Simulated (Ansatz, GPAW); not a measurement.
This is a calculation of Zr (Zirconium) for GPAW 26.7.0 (ASE script). 

File run.py:

```python
from ase.dft.bandgap import bandgap
from ase.io import read, write
from ase.units import Bohr, GPa
from gpaw import GPAW, PW
from gpaw.elf import elf_from_dft_calculation

atoms = read('POSCAR')

calc = GPAW(mode=PW(600),
            xc='PBE',
            kpts={'size': (9, 9, 5), 'gamma': True},
            occupations={'name': 'methfessel-paxton', 'order': 0, 'width': 0.025},
            nbands=24,
            convergence={'density': 1e-05, 'energy': 1e-05},
            maxiter=150,
            txt='gpaw.txt')
atoms.calc = calc
energy = atoms.get_potential_energy()
forces = atoms.get_forces()
stress = atoms.get_stress()
calc.write('gs.gpw')
write('result.traj', atoms)
print(f'Energy: {energy:.6f} eV')
print('Forces (eV/A):')
print(forces.round(4))
print('Stress (GPa):', (stress / GPa).round(3))
print('Fermi level:', round(calc.get_fermi_level(), 4), 'eV')
print(f'Gap: {bandgap(calc)[0]:.4f} eV, direct: {bandgap(calc, direct=True)[0]:.4f} eV')

# fields on the real-space grid
write('density.cube', atoms, data=calc.get_pseudo_density() * Bohr**3)
write('potential.cube', atoms, data=calc.get_electrostatic_potential())
write('elf.cube', atoms, data=elf_from_dft_calculation(calc).data)
```

POSCAR

```
Zr
1.0
    3.2320000000      0.0000000000      0.0000000000
   -1.6160000000      2.7989941050      0.0000000000
    0.0000000000      0.0000000000      5.1470000000
Zr
2
Direct
    0.6666666667      0.3333333333      0.7500000000
    0.3333333333      0.6666666667      0.2500000000
```

Potentials or basis: GPAW PAW data sets (gpaw-data 1.2.1), pw.

The run is started by

```bash
$ OMP_NUM_THREADS=1 python run.py
```

Q: What does the same run look like in Ansatz 0.2.0? Potentials or basis there: all-electron LAPW, scalar-relativistic.

A: As run (cutoffs and basis follow the program's own potentials, and thresholds, step limits or extra output files can differ):

The input input.yaml:

```yaml
crystal:
  lattice:
    - [3.232, 0.0, 0.0]
    - [-1.616, 2.798994105, 0.0]
    - [0.0, 0.0, 5.147]
  atoms:
    - { symbol: Zr, position: [0.6666666667, 0.3333333333, 0.75] }
    - { symbol: Zr, position: [0.3333333333, 0.6666666667, 0.25] }
kpoints:
  mp_grid: { grid: [9, 9, 5] }
scf:
  occupations: { method: gaussian, width: 0.025 }
hamiltonian:
  xc: pbe
  pseudopotentials: { kind: all_electron, lapw: { basis_error: 0.001 } }
output:
  forces: true
  stress: true
  eigenvalues: true
```

Potentials or basis: all-electron LAPW, scalar-relativistic.

Run with:

```console
$ ansatz run input.yaml --threads 1 --pin off --max-ram 3072MiB --backend cpu --events-out ev --progress --plain --runs-dir out
```

Both were run:

|  | GPAW | Ansatz |
| --- | --- | --- |
| Pressure | 0.2 GPa | 0.6 GPa |

Where Ansatz's input types no cutoff or centring, it takes its own default and a Γ-centred mesh.

Pressure is positive in compression.
